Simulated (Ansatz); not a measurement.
The calculation used DFT PBE, scalar-relativistic, plane waves, PAW in Ansatz 0.2.0. All cells share a 420 eV cutoff and Γ-centred k meshes spaced at most about 0.3 Å⁻¹ (about 0.25 or finer for metals, 2π included). No spin polarisation in the final relaxations.

Temperature and zero-point effects are left out.

Two relaxed structures of B:

1.

```
B
1.0
     2.69620    0.00000    0.00000
     0.00000    2.69620    0.00000
     0.00000    0.00000    2.69620
B
3
Direct
  0.50000 0.00000 0.00000
  0.00000 0.50000 0.00000
  0.00000 0.00000 0.50000
```

2.

```
B
1.0
     3.01120    0.00000    0.00000
    -1.50560    2.60777    0.00000
     0.00000    0.00000    1.93582
B
2
Cartesian
  0.0000 1.7385 0.0000
  1.5056 0.8693 0.0000
```

Question: Which is lower in energy, and by how much?

Answer: Cell 2 is lower, by 36 meV/atom. Cell 1 has space group Pm-3m (No. 221), 6.5 Å³/atom and no gap on its mesh; cell 2 has space group P6/mmm (No. 191), 7.6 Å³/atom and no gap. Counting all near atoms (those within 1.25 times the shortest such distance or 1.15 times the sum of covalent radii; a plus sign parts nearer from farther groups), cell 1 has B 8 and cell 2 has B 3+2. The lower one is the more open, so pressure narrows the difference. Both come from invented guesses. A third cell relaxed alike, in I4_1/amd, lies 0.38 eV/atom below the lower of the two. The part of the Crystallography Open Database at hand lists B in space groups No. 58, 134, 166; no cell shown has one of them.

Cells relaxed within their symmetry can be saddle points.
